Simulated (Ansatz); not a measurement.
A run of Ansatz 0.2.0 is set up as follows.

run.py

```python
import json

import ase.io
import numpy as np

import ansatz as az

atoms = ase.io.read("SnSe.cif")
atoms.info.pop("occupancy", None)
atoms.set_initial_magnetic_moments([[0.354, 0.354, 0.0], [0.0, 0.0, 0.0]])

calculation = (
    az.Crystal.from_ase(atoms)
    .calculation()
    .kpoints(8, 8, 8)
    .functional("blyp", dispersion="d4")
    .pseudopotentials(kind="paw_fr")
    .spin("noncollinear", soc=True)
    .scf(extra_bands=6)
    .occupations(method="fermi_dirac", width=0.05)
    .band_structure(path=(((0.0, 0.0, 0.0), (0.5, 0.0, 0.5), (0.5, 0.25, 0.75), (0.375, 0.375, 0.75), (0.0, 0.0,
        0.0), (0.5, 0.5, 0.5), (0.625, 0.25, 0.625), (0.5, 0.25, 0.75), (0.5, 0.5, 0.5), (0.375, 0.375, 0.75)),
        ((0.625, 0.25, 0.625), (0.5, 0.0, 0.5))), intervals=14)
    .forces()
    .stress()
    .band_table(publish=True)
)
outcome = calculation.run(threads=2, events_out="events.jsonl")

report = outcome.report
for line in open("events.jsonl"):
    event = json.loads(line)
    if event["event"] == "scf_iter":
        d = event["data"]
        print(f"SCF {d['iter']:3d}  HF = {d['harris_foulkes_ev']:.6f} eV  dr2 = {d['dr2_ev']:.2e} eV")
    elif event["event"] in ("relax_step", "md_step"):
        d = event["data"]
        print(f"{event['event']} {d['step']:3d}  E = {d['lagrangian_ev']:.6f} eV")
np.set_printoptions(precision=5, suppress=True, linewidth=110)
print("converged:", report["converged"], "after", report["n_iterations"], "iterations")
print(f"free energy {report['free_energy_ev']:.6f} eV, Fermi level {report['fermi_energy_ev']:.4f} eV")
for key in ("band_edges_ev", "magnetization_mub", "site_moments_mub", "site_moments_nc_mub", "forces_ev_ang",
                "stress_gpa"):
    if report.get(key) is not None:
        print(key, np.array(report[key]), sep="\n")
```

File SnSe.cif:

```cif
data_SnSe
_cell_length_a 4.25678282
_cell_length_b 4.25678282
_cell_length_c 4.25678282
_cell_angle_alpha 60.00000000
_cell_angle_beta 60.00000000
_cell_angle_gamma 60.00000000
_space_group_name_H-M_alt 'P1'
_space_group_name_Hall 'P 1'
_space_group_IT_number 1
loop_
_space_group_symop_operation_xyz
'x,y,z'
loop_
_atom_site_label
_atom_site_type_symbol
_atom_site_symmetry_multiplicity
_atom_site_Wyckoff_symbol
_atom_site_fract_x
_atom_site_fract_y
_atom_site_fract_z
_atom_site_occupancy
Sn1 Sn 1 a 0.0000000000 0.0000000000 0.0000000000 1
Se1 Se 1 a 0.5000000000 0.5000000000 0.5000000000 1
```

Potentials or basis: Ansatz PAW.

Command:

```bash
$ python run.py
```

Problem. Estimate the pressure.

Solution. 0.7 GPa.

Problem. Estimate the band gap along the path.

Solution. 0.24 eV, indirect (least direct gap 0.25 eV).

Problem. What does it give for the band gap on the k mesh?

Solution. 0.45 eV, direct.

Levels at the corners of the path, in eV from the valence-band top:
```tsv
point	band 27	band 28	band 29	band 30	band 31	band 32	band 33	band 34
Γ	-2.14	-2.14	-2.14	-2.14	3.56	3.56	4.38	4.38
X	-3.83	-3.83	-3.56	-3.56	3.29	3.29	4.84	4.84
W	-4.71	-4.71	-0.95	-0.95	1.36	1.36	4.74	4.74
K	-3.24	-3.24	-2.55	-2.55	3.07	3.07	3.54	3.54
Γ	-2.14	-2.14	-2.14	-2.14	3.56	3.56	4.38	4.38
L	-1.89	-1.89	-0.05	-0.05	0.40	0.40	0.99	0.99
U	-3.24	-3.24	-2.55	-2.55	3.07	3.07	3.54	3.54
W	-4.71	-4.71	-0.95	-0.95	1.36	1.36	4.74	4.74
L	-1.89	-1.89	-0.05	-0.05	0.40	0.40	0.99	0.99
K	-3.24	-3.24	-2.55	-2.55	3.07	3.07	3.54	3.54
U	-3.24	-3.24	-2.55	-2.55	3.07	3.07	3.54	3.54
X	-3.83	-3.83	-3.56	-3.56	3.29	3.29	4.84	4.84
```

Caveat: the potentials were made for another functional, which shifts forces and pressure; the k mesh misses the band edges, so the gap on the mesh is wider than the one along the path; the starting moments weren't kept; the thresholds are loose for stress.
